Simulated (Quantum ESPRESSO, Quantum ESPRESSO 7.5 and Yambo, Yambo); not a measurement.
**A GW chain in Yambo: GaP (F-43m)**

Aim: the G0W0 gap of GaP (F-43m) on PBE, step by step.

Main program and level: Quantum ESPRESSO 7.5 and Yambo 5.3.0; PBE and many-body steps on it, plane waves.

**Experimental background.**

- Gap 2.25 ± 0.04 eV: optical gap from Tauc plot (fundamental, indirect); spectroscopic ellipsometry, Tauc-Lorentz fit and Tauc plot; 300 K; film (GaP layer on Si reference sample) on Si (“Assessment of GaPSb/Si tandem material association properties for photoelectrochemical cells”, 2020, arxiv:2002.02774).

### 1. Set-up

It takes space group F-43m (No. 216, cubic). The conventional cell has a = 5.450 Å, b = 5.450 Å, c = 5.450 Å, α = 90.00°, β = 90.00°, γ = 90.00°. Nearest to Ga lie 4 P at 2.36 Å. Nearest to P lie 4 Ga at 2.36 Å. Farther neighbours are not listed.

The cell and positions come from the Crystallography Open Database and are kept as given unless a step says otherwise.

### 2. Ground state

This step: Quantum ESPRESSO 7.5; DFT, PBE, plane waves, norm-conserving pseudopotentials.

The ground-state density comes first.

pw.in

```
&control
  calculation = 'scf'
  prefix = 'x'
  outdir = 'o'
  pseudo_dir = 'pseudo'
/
&system
  ibrav = 0
  nat = 2
  ntyp = 2
  ecutwfc = 72.0
  nbnd = 14
  force_symmorphic = .true.
/
&electrons
  conv_thr = 1e-10
  electron_maxstep = 80
  mixing_beta = 0.5
/
ATOMIC_SPECIES
  Ga 69.723 Ga.upf
  P 30.974 P.upf
CELL_PARAMETERS angstrom
  0.0000000000 2.7252500000 2.7252500000
  2.7252500000 0.0000000000 2.7252500000
  2.7252500000 2.7252500000 0.0000000000
ATOMIC_POSITIONS crystal
  Ga 0.0000000000 0.0000000000 0.0000000000
  P 0.2500000000 0.2500000000 0.2500000000
K_POINTS automatic
  6 6 6 0 0 0
```

Launch:

```bash
$ OMP_NUM_THREADS=1 mpirun -n 8 pw.x -nk 8 -in pw.in > pw.out
```

What it wrote:

```text
Program PWSCF v.7.5 starts

     This program is part of the open-source Quantum ESPRESSO suite
     for quantum simulation of materials; please cite
         "P. Giannozzi et al., J. Phys.:Condens. Matter 21 395502 (2009);
         "P. Giannozzi et al., J. Phys.:Condens. Matter 29 465901 (2017);
         "P. Giannozzi et al., J. Chem. Phys. 152 154105 (2020);
     in publications or presentations arising from this work. More details at
     Message from routine setup:
     using ibrav=0 with symmetry is DISCOURAGED, use correct ibrav instead

     G-vector sticks info

     bravais-lattice index     =            0
     lattice parameter (alat)  =       7.2832  a.u.
     unit-cell volume          =     273.1780 (a.u.)^3
     number of atoms/cell      =            2
     number of atomic types    =            2
     number of electrons       =        18.00
     number of Kohn-Sham states=           14
     kinetic-energy cutoff     =      72.0000  Ry
     charge density cutoff     =     288.0000  Ry
     scf convergence threshold =      1.0E-10
     mixing beta               =       0.5000
     number of iterations used =            8  plain     mixing
     Exchange-correlation= PBE
                           (   1   4   3   4   0   0   0)

     celldm(1)=   7.283166  celldm(2)=   0.000000  celldm(3)=   0.000000
     celldm(4)=   0.000000  celldm(5)=   0.000000  celldm(6)=   0.000000

     crystal axes: (cart. coord. in units of alat)
               a(1) = (   0.000000   0.707107   0.707107 )
               a(2) = (   0.707107   0.000000   0.707107 )
               a(3) = (   0.707107   0.707107   0.000000 )

     reciprocal axes: (cart. coord. in units 2 pi/alat)
               b(1) = ( -0.707107  0.707107  0.707107 )
               b(2) = (  0.707107 -0.707107  0.707107 )
               b(3) = (  0.707107  0.707107 -0.707107 )
     Pseudo is Norm-conserving + core correction, Zval = 13.0
     Generated using ONCVPSP code by D. R. Hamann
     Using radial grid of 1902 points,  6 beta functions with:
     Pseudo is Norm-conserving + core correction, Zval =  5.0
     Generated using ONCVPSP code by D. R. Hamann
     Using radial grid of 1298 points,  6 beta functions with:
     Ga               13.00    69.72300     Ga( 1.00)
     P                 5.00    30.97400     P ( 1.00)

     24 Sym. Ops. (no inversion) found

   Cartesian axes

     site n.     atom                  positions (alat units)
         1        Ga     tau(   1) = (   0.0000000   0.0000000   0.0000000  )
         2        P      tau(   2) = (   0.3535534   0.3535534   0.3535534  )

     number of k points=    16
                       cart. coord. in units 2pi/alat
        k(    1) = (   0.0000000   0.0000000   0.0000000), wk =   0.0092593
        k(    2) = (   0.1178511   0.1178511  -0.1178511), wk =   0.0740741
        k(    3) = (   0.2357023   0.2357023  -0.2357023), wk =   0.0740741
        k(    4) = (  -0.3535534  -0.3535534   0.3535534), wk =   0.0370370
        k(    5) = (   0.2357023   0.0000000  -0.0000000), wk =   0.0555556
        k(    6) = (   0.3535534   0.1178511  -0.1178511), wk =   0.2222222
        k(    7) = (  -0.2357023  -0.4714045   0.4714045), wk =   0.2222222
        k(    8) = (  -0.1178511  -0.3535534   0.3535534), wk =   0.2222222
        k(    9) = (   0.0000000  -0.2357023   0.2357023), wk =   0.1111111
        k(   10) = (   0.4714045   0.0000000  -0.0000000), wk =   0.0555556
     [... 4 further rows ...]
        k(   15) = (  -0.1178511  -0.3535534   0.5892557), wk =   0.2222222
        k(   16) = (  -0.7071068   0.2357023   0.0000000), wk =   0.1111111

     Dense  grid:    22419 G-vectors     FFT dimensions: (  40,  40,  40)

     Initial potential from superposition of free atoms

     starting charge      17.9972, renormalised to      18.0000
     Starting wfcs are   13 randomized atomic wfcs +    1 random wfcs

     per-process dynamical memory:    19.6 Mb

     Self-consistent Calculation

     iteration #  1     ecut=    72.00 Ry     beta= 0.50

     Threshold (ethr) on eigenvalues was too large:
     Diagonalizing with lowered threshold

     total energy              =    -166.84329305 Ry
     estimated scf accuracy    <       0.07417578 Ry

     iteration #  2     ecut=    72.00 Ry     beta= 0.50

     total energy              =    -166.85504535 Ry
     estimated scf accuracy    <       0.00667105 Ry

     iteration #  3     ecut=    72.00 Ry     beta= 0.50

     total energy              =    -166.85530602 Ry
     estimated scf accuracy    <       0.00128372 Ry

     iteration #  4     ecut=    72.00 Ry     beta= 0.50

     total energy              =    -166.85535958 Ry
     estimated scf accuracy    <       0.00001384 Ry

     iteration #  5     ecut=    72.00 Ry     beta= 0.50

     total energy              =    -166.85536495 Ry
     estimated scf accuracy    <       0.00000230 Ry

     iteration #  6     ecut=    72.00 Ry     beta= 0.50

     total energy              =    -166.85536545 Ry
     estimated scf accuracy    <       0.00000005 Ry

     iteration #  7     ecut=    72.00 Ry     beta= 0.50

     total energy              =    -166.85536548 Ry
     estimated scf accuracy    <       0.00000002 Ry

     iteration #  8     ecut=    72.00 Ry     beta= 0.50

     total energy              =    -166.85536548 Ry
     estimated scf accuracy    <          7.6E-09 Ry

     iteration #  9     ecut=    72.00 Ry     beta= 0.50

     End of self-consistent calculation

          k = 0.0000 0.0000 0.0000 (  2741 PWs)   bands (ev):

    -6.9527  -6.9527  -6.9527  -6.8555  -6.8555  -4.8744   7.6196   7.6196
     7.6196   9.4365  11.5066  11.5066  11.5066  16.4298

          k = 0.1179 0.1179-0.1179 (  2806 PWs)   bands (ev):

    -6.9759  -6.9453  -6.9453  -6.8559  -6.8559  -4.5186   5.2311   7.2490
     7.2490  10.0287  12.0546  12.0546  12.6451  16.5489

          k = 0.2357 0.2357-0.2357 (  2824 PWs)   bands (ev):

    -7.0156  -6.9329  -6.9329  -6.8524  -6.8524  -3.5723   2.4114   6.7135
     6.7135   9.5147  12.4306  12.4306  15.2167  17.2269

          k =-0.3536-0.3536 0.3536 (  2824 PWs)   bands (ev):

     [... further k-points ...]

     highest occupied, lowest unoccupied level (ev):     7.6196    9.2722

!    total energy              =    -166.85536548 Ry
     estimated scf accuracy    <          2.1E-11 Ry

     The total energy is the sum of the following terms:
     one-electron contribution =     -76.59546307 Ry
     hartree contribution      =      52.24577722 Ry
     xc contribution           =     -46.02805575 Ry
     ewald contribution        =     -96.47762389 Ry

     convergence has been achieved in   9 iterations

     XML data file, charge density, pseudopotentials, collected wavefunctions

=------------------------------------------------------------------------------=
   JOB DONE.
=------------------------------------------------------------------------------=
```

The job ended after 2.6 s (8 MPI ranks of Arm Neoverse V1, shared host; peak memory 0.43 GiB).

This step gave:

| Property | Result |
| --- | --- |
| total energy | -2270.1829 eV |
| gap | 1.653 eV |
| k of the valence top | 0, 0, 0 |
| k of the conduction bottom | 0, -0.5, -0.5 |
| least direct gap | 1.817 eV |

The gap is indirect, with the least direct gap 0.16 eV higher.

### 3. Bands along the symmetry lines

The cheap functional maps the bands first; the places of the edges decide which points the dearer methods must see.

pw.in

```
&control
  calculation = 'bands'
  prefix = 'x'
  outdir = 'o'
  pseudo_dir = 'pseudo'
/
&system
  ibrav = 0
  nat = 2
  ntyp = 2
  ecutwfc = 72.0
  nbnd = 15
  force_symmorphic = .true.
/
&electrons
  conv_thr = 1e-9
  electron_maxstep = 80
  diago_full_acc = .true.
  diago_thr_init = 5e-6
/
ATOMIC_SPECIES
  Ga 69.723 Ga.upf
  P 30.974 P.upf
CELL_PARAMETERS angstrom
  0.0000000000 2.7252500000 2.7252500000
  2.7252500000 0.0000000000 2.7252500000
  2.7252500000 2.7252500000 0.0000000000
ATOMIC_POSITIONS crystal
  Ga 0.0000000000 0.0000000000 0.0000000000
  P 0.2500000000 0.2500000000 0.2500000000
K_POINTS crystal
  50
  0.00000000 0.00000000 0.00000000 1
  -0.06250000 -0.06250000 0.00000000 1
  -0.12500000 -0.12500000 0.00000000 1
  -0.18750000 -0.18750000 0.00000000 1
  -0.25000000 -0.25000000 0.00000000 1
  -0.31250000 -0.31250000 0.00000000 1
  -0.37500000 -0.37500000 0.00000000 1
  -0.43750000 -0.43750000 0.00000000 1
  -0.50000000 -0.50000000 0.00000000 1
  -0.48437500 -0.48437500 0.03125000 1
  -0.46875000 -0.46875000 0.06250000 1
  -0.45312500 -0.45312500 0.09375000 1
  -0.43750000 -0.43750000 0.12500000 1
  -0.42187500 -0.42187500 0.15625000 1
  -0.40625000 -0.40625000 0.18750000 1
  -0.39062500 -0.39062500 0.21875000 1
  -0.37500000 -0.37500000 0.25000000 1
  -0.37500000 0.00000000 0.37500000 1
  -0.32812500 0.00000000 0.32812500 1
  -0.28125000 0.00000000 0.28125000 1
  -0.23437500 0.00000000 0.23437500 1
  -0.18750000 0.00000000 0.18750000 1
  -0.14062500 0.00000000 0.14062500 1
  -0.09375000 0.00000000 0.09375000 1
  -0.04687500 0.00000000 0.04687500 1
  0.00000000 0.00000000 0.00000000 1
  0.00000000 0.00000000 0.06250000 1
  0.00000000 0.00000000 0.12500000 1
  0.00000000 0.00000000 0.18750000 1
  0.00000000 0.00000000 0.25000000 1
  0.00000000 0.00000000 0.31250000 1
  0.00000000 0.00000000 0.37500000 1
  0.00000000 0.00000000 0.43750000 1
  -0.00000000 -0.00000000 0.50000000 1
  -0.06250000 -0.03125000 0.46875000 1
  -0.12500000 -0.06250000 0.43750000 1
  -0.18750000 -0.09375000 0.40625000 1
  -0.25000000 -0.12500000 0.37500000 1
  -0.31250000 -0.15625000 0.34375000 1
  -0.37500000 -0.18750000 0.31250000 1
  -0.43750000 -0.21875000 0.28125000 1
  -0.50000000 -0.25000000 0.25000000 1
  -0.50000000 -0.28125000 0.21875000 1
  -0.50000000 -0.31250000 0.18750000 1
  -0.50000000 -0.34375000 0.15625000 1
  -0.50000000 -0.37500000 0.12500000 1
  -0.50000000 -0.40625000 0.09375000 1
  -0.50000000 -0.43750000 0.06250000 1
  -0.50000000 -0.46875000 0.03125000 1
  -0.50000000 -0.50000000 0.00000000 1
```

What it wrote:

```text
[banner, memory and clock lines left out]
Program PWSCF v.7.5 starts

     Atomic positions and unit cell read from directory:
     o/x.save/

     Message from routine setup:
     using ibrav=0 with symmetry is DISCOURAGED, use correct ibrav instead

     G-vector sticks info

     bravais-lattice index     =            0
     lattice parameter (alat)  =       7.2832  a.u.
     unit-cell volume          =     273.1780 (a.u.)^3
     number of atoms/cell      =            2
     number of atomic types    =            2
     number of electrons       =        18.00
     number of Kohn-Sham states=           15
     kinetic-energy cutoff     =      72.0000  Ry
     charge density cutoff     =     288.0000  Ry
     Exchange-correlation= PBE
                           (   1   4   3   4   0   0   0)

     celldm(1)=   7.283166  celldm(2)=   0.000000  celldm(3)=   0.000000
     celldm(4)=   0.000000  celldm(5)=   0.000000  celldm(6)=   0.000000

     crystal axes: (cart. coord. in units of alat)
               a(1) = (   0.000000   0.707107   0.707107 )
               a(2) = (   0.707107   0.000000   0.707107 )
               a(3) = (   0.707107   0.707107   0.000000 )

     reciprocal axes: (cart. coord. in units 2 pi/alat)
               b(1) = ( -0.707107  0.707107  0.707107 )
               b(2) = (  0.707107 -0.707107  0.707107 )
               b(3) = (  0.707107  0.707107 -0.707107 )
     Pseudo is Norm-conserving + core correction, Zval = 13.0
     Generated using ONCVPSP code by D. R. Hamann
     Using radial grid of 1902 points,  6 beta functions with:
     Pseudo is Norm-conserving + core correction, Zval =  5.0
     Generated using ONCVPSP code by D. R. Hamann
     Using radial grid of 1298 points,  6 beta functions with:
     Ga               13.00    69.72300     Ga( 1.00)
     P                 5.00    30.97400     P ( 1.00)

     24 Sym. Ops. (no inversion) found

   Cartesian axes

     site n.     atom                  positions (alat units)
         1        Ga     tau(   1) = (   0.0000000   0.0000000   0.0000000  )
         2        P      tau(   2) = (   0.3535534   0.3535534   0.3535534  )

     number of k points=    50
                       cart. coord. in units 2pi/alat
        k(    1) = (   0.0000000   0.0000000   0.0000000), wk =   0.0400000
        k(    2) = (   0.0000000   0.0000000  -0.0883883), wk =   0.0400000
        k(    3) = (   0.0000000   0.0000000  -0.1767767), wk =   0.0400000
[...]
[... 38 further rows ...]
        k(   49) = (   0.0441942  -0.0000000  -0.7071068), wk =   0.0400000
        k(   50) = (   0.0000000   0.0000000  -0.7071068), wk =   0.0400000

     Dense  grid:    22419 G-vectors     FFT dimensions: (  40,  40,  40)

     The potential is recalculated from file :
     o/x.save/charge-density

     Starting wfcs are   13 randomized atomic wfcs +    2 random wfcs

     Band Structure Calculation

     End of band structure calculation

          k = 0.0000 0.0000 0.0000 (  2741 PWs)   bands (ev):

    -6.9526  -6.9526  -6.9526  -6.8555  -6.8555  -4.8744   7.6196   7.6196
     7.6196   9.4365  11.5066  11.5066  11.5066  16.4298  17.3469

          k = 0.0000 0.0000-0.0884 (  2770 PWs)   bands (ev):

    -6.9588  -6.9506  -6.9506  -6.8569  -6.8547  -4.8063   7.0639   7.4268
     7.4268   9.9600  11.3259  11.7736  11.7736  16.7107  16.8123

          k = 0.0000 0.0000-0.1768 (  2794 PWs)   bands (ev):

    -6.9752  -6.9439  -6.9439  -6.8600  -6.8526  -4.6050   6.0686   6.9724
     6.9724  10.5906  11.1184  12.4497  12.4497  15.7092  17.5896

          k =-0.0000 0.0000-0.2652 (  2814 PWs)   bands (ev):

[...]
k = 0.0000 0.0000-0.3536 (  2826 PWs)   bands (ev):

[...]
k = 0.0000-0.0000-0.4419 (  2838 PWs)   bands (ev):

[...]
k =-0.0000 0.0000-0.5303 (  2814 PWs)   bands (ev):

[...]
k = 0.0000-0.0000-0.6187 (  2822 PWs)   bands (ev):

[...]
k = 0.5303-0.0000-0.5303 (  2838 PWs)   bands (ev):

[...]
k = 0.0000 0.0000 0.0000 (  2741 PWs)   bands (ev):

[...]
k = 0.1326 0.0000-0.7071 (  2834 PWs)   bands (ev):

[...]
k = 0.0884-0.0000-0.7071 (  2824 PWs)   bands (ev):

[...]
k = 0.0442-0.0000-0.7071 (  2816 PWs)   bands (ev):

    -7.0694  -6.8918  -6.8888  -6.8870  -6.8345  -1.9079   0.8717   4.8963
     4.9019   9.3516   9.5222  17.9503  18.0350  18.8881  19.7949

          k = 0.0000 0.0000-0.7071 (  2794 PWs)   bands (ev):

    -7.0698  -6.8913  -6.8876  -6.8876  -6.8340  -1.9113   0.8648   4.9369
     4.9369   9.2722   9.4420  18.1941  18.1941  18.8051  19.9375

     XML data file, pseudopotentials, collected wavefunctions
```

Elapsed: 2.8 s, on 8 MPI ranks; peak memory 0.4 GiB; 21 s of CPU time.

Numbers from this step:

* gap: 1.593 eV
* k of the valence top: 0, 0, 0
* k of the conduction bottom: -0.4375, -0.4375, 0
* least direct gap: 1.817 eV

The gap is 1.593 eV, −0.060 eV from the run before at this level.

Electronic bands along the path, in eV, zero at the top of the highest filled band:

```csv
point,band 6,band 7,band 8,band 9,band 10,band 11,band 12,band 13
Γ,-12.49,0.00,0.00,0.00,1.82,3.89,3.89,3.89
halfway,-11.46,-3.68,-1.68,-1.68,2.18,3.72,6.74,6.74
X,-9.53,-6.75,-2.68,-2.68,1.65,1.82,10.57,10.57
halfway,-9.51,-6.70,-3.24,-2.57,1.85,2.75,9.51,9.66
U,-9.57,-6.55,-3.94,-2.25,2.19,4.80,8.23,8.26
jump to K,-9.57,-6.55,-3.94,-2.25,2.19,4.80,8.23,8.26
halfway,-11.36,-4.24,-2.45,-0.66,3.28,4.99,5.00,5.87
Γ,-12.49,0.00,0.00,0.00,1.82,3.89,3.89,3.89
halfway,-11.72,-3.88,-0.66,-0.66,2.15,4.74,4.74,6.35
L,-10.43,-6.63,-1.12,-1.12,1.67,4.72,4.72,8.29
halfway,-10.02,-6.42,-3.19,-1.93,3.45,4.30,6.45,7.91
W,-9.44,-6.55,-3.58,-3.42,4.70,4.86,6.10,6.15
halfway,-9.49,-6.66,-3.16,-3.09,2.77,2.94,8.49,8.58
X,-9.53,-6.75,-2.68,-2.68,1.65,1.82,10.57,10.57
```

The electronic bands as a text plot (rows in eV, shown from -8.0 to 7.5 only):

```
    7.2 |    +             +                 ++         +   +
    6.5 |     ++            ++              +         ++ + +
    5.9 |    +             ++++++++                  +  +++
    5.2 |                       +  ++      +        +    +
    4.6 |  ++            ++      ++      +++++++++++++++++++
    3.9 |++  +++                   ++++++++            ++   +
    3.3 |  ++   ++      +     +++++                  ++
    2.6 | +  +    +    +   +++     ++    +++        +        ++
    2.0 |+    ++++ ++++++++          ++++   +++++ ++          +++
    1.4 |         ++++                           +
    0.7 |
    0.1 |**                        ********
   -0.6 | ***                   ******  *  ****
   -1.2 |    *              ****               ******
   -1.9 |  ** ****         *     ****    **         ***
   -2.5 |    *    *********     *          *         * **      **
   -3.2 |             ***     ** **                   *  ******
   -3.8 |     **         *****              *          *****
   -4.5 |       **              *
   -5.1 |                     **             **
   -5.7 |         *         **                 *
   -6.4 |          **  *****                    ***************
   -7.0 |            **                                        **
   -7.7 |
         Γ           X  U|K            Γ         L        W     X
```

(Part 1 of 3 ends here.)

[Paths, hosts, dates, memory and timing lines, banners, echoed tables and standing remarks are left out of the program output.]

[Logs are printed without paths, hosts, clocks, repeated set-up lines and the standing remarks that a program may print on its own settings, such as how far it seeks lower states.]

[Runs of the session that timed out or met a known fault of the program may be left out.]

[Hosts, paths, dates, database ids (printed as entryN), source tags and the programs' standing remarks are cut or masked in the printed files.]
